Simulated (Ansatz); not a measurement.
# As: the change of energy above lowest point and pressure with volume per atom

Results calculated with Ansatz 0.2.0 development build, not measured. Equation of state of a cubic crystal from periodic Kohn-Sham density functional theory without spin; pressure corrected for the finite basis.

Cell of the first row (space group Fm-3m, No. 225):
```
cell vectors (Å)
   0.0000     2.0838     2.0838
   2.0838     0.0000     2.0838
   2.0838     2.0838     0.0000
atoms (fractions of the cell vectors)
As  0.00000  0.00000  0.00000
```

Settings of every row: formula As; structure type fcc; functional PBE; spin treatment none; k mesh 44x44x44; occupation method fermi-dirac; occupation width 0.061225619 eV; wave cutoff 420 eV; datasets soft-1 PAW; density cutoff ratio 4.

Limits: a cubic model structure, not a phase known at ambient conditions.

| row | volume per atom (Å³) | energy above lowest point (meV/atom) | pressure (GPa) |
| --- | --- | --- | --- |
| 1 | 18.096 | 21.18 | 5.921 |
| 2 | 18.482 | ? | ? |
| 3 | 18.866 | 2.62 | 1.949 |
| 4 | 19.252 | 0 | 0.261 |
| 5 | 19.637 | 1.23 | -1.258 |
| 6 | 20.022 | 5.93 | -2.628 |
| 7 | 20.407 | 13.76 | -3.864 |

Question: what energy above lowest point and pressure should row 2 give?

Worked fit of energy above lowest point. Take u = (V_r/V)^(2/3) − 1 with V_r = 19.444 Å³ an atom, which is twice the finite (Eulerian) strain; such expansions in the strain, on which the Birch-Murnaghan equation of state is built, carry the rest volume and the bulk modulus. The shown rows have u = 0.04906, 0.02032, 0.00664, -0.00656, -0.01934, -0.03171. Least squares give energy above lowest point = 0.155 − 94.36 × u + 10594.6 × u² + 1305 × u³ meV/atom; a parabola predicts inner rows, each left out in turn, worse (root mean square 0.027 against 0.0075 meV/atom). All shown rows lie on it to the printed digit. Its lowest point lies at u = 0.0044, or V = 19.31 Å³ an atom, and the curvature there gives the bulk modulus at fixed shape and fractions, B = (4/9)(1 + u)² E″(u)/V = 78.9 GPa. The withheld row has u = 0.03441, so the fit gives 0.155 − 94.36 × (0.03441) + 10594.6 × (0.03441)² + 1305 × (0.03441)³ = 9.51 meV/atom.

The calculation gave 9.52 meV/atom. The fit lies 0.01 meV/atom (0.047 % of the column's range) below it, one unit of the last digit.

Worked fit of pressure. Take u = (V_r/V)^(2/3) − 1 with V_r = 19.444 Å³ an atom, which is twice the finite (Eulerian) strain; such expansions in the strain, on which the Birch-Murnaghan equation of state is built, carry the rest volume and the bulk modulus. The shown rows have u = 0.04906, 0.02032, 0.00664, -0.00656, -0.01934, -0.03171. Least squares give pressure = −0.5172 + 114.926 × u + 309.98 × u² + 455.2 × u³ GPa; a parabola predicts inner rows, each left out in turn, worse (root mean square 0.0093 against 0.0022 GPa). The rows lie off it by 0.000, -0.001, 0.001, 0.000, -0.001, 0.000. The pressure vanishes at u = 0.0044, or V = 19.32 Å³ an atom, and there the bulk modulus at fixed shape and fractions is B = −V dP/dV = (2/3)(1 + u) dP/du = 78.8 GPa. The withheld row has u = 0.03441, so the fit gives −0.5172 + 114.926 × (0.03441) + 309.98 × (0.03441)² + 455.2 × (0.03441)³ = 3.823 GPa.

The calculation gave 3.827 GPa. The fit lies 0.004 GPa (0.041 % of the column's range) below it; its largest miss of a shown row is 0.001 GPa.
